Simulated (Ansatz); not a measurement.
Crystal: BN.

```
N B
1.0
     1.25112    0.72234    3.37293
    -1.25112    0.72234    3.37293
     0.00000   -1.44467    3.37293
N B
1 1
Direct
  0.66724 0.66724 0.66724
  0.00033 0.00033 0.00033
```

The cell is a database's computed one.

| Property | Result |
| --- | --- |
| Program | Ansatz 0.2.0 |
| Task | relaxation of cell and atoms |
| Functional | HSEsol |
| Potentials or basis | Ansatz PAW |
| Cutoff | 420 eV (not typed: the program's choice for these potentials) |
| k mesh | 6 × 6 × 6 |
| Occupations | fermi-dirac, width 0.05 eV |
| Spin | no spin polarisation |

At the start: volume 9.14 Å³/atom.

**Question.** Where does the relaxation end?

**Answer.** It ends after 11 steps and the volume is 9.36 Å³/atom (+2.3 %); space group R3m (No. 160, to 0.05 Å).

Step by step:
```tsv
step	energy change (eV)	largest force (eV/Å)	volume (Å³)
1	0.0000	0.0058	18.29
2	-0.0030	0.0027	18.32
3	-0.0032	0.0000	18.40
4	-0.0031	0.0003	18.44
5	-0.0031	0.0001	18.46
6	-0.0039	0.0002	18.46
7	-0.0035	0.0009	18.60
8	-0.0033	0.0005	18.65
9	-0.0040	0.0007	18.65
10	-0.0038	0.0000	18.72
11	-0.0040	0.0001	18.72
```

Final structure:
```xyz
2
Lattice="1.2449 0.7187 3.4861 -1.2449 0.7187 3.4861 0.0000 -1.4375 3.4861" Properties=species:S:1:pos:R:3 pbc="T T T"
N     0.0000    0.0000    6.9775
B     0.0000    0.0000    0.0040
```

Caveat: the k mesh is coarse (spacing up to 0.49 Å⁻¹), so the values aren't converged, least of all with exact exchange; the plane-wave basis is chosen anew once the cell has moved, so the energies of steps on either side of that aren't comparable; the pressure holds a Pulay correction of +0.5 GPa for the finite cutoff; the PAW data sets come from PBE, with cores solved anew for the run's functional, which leaves a small shift of forces and pressure.
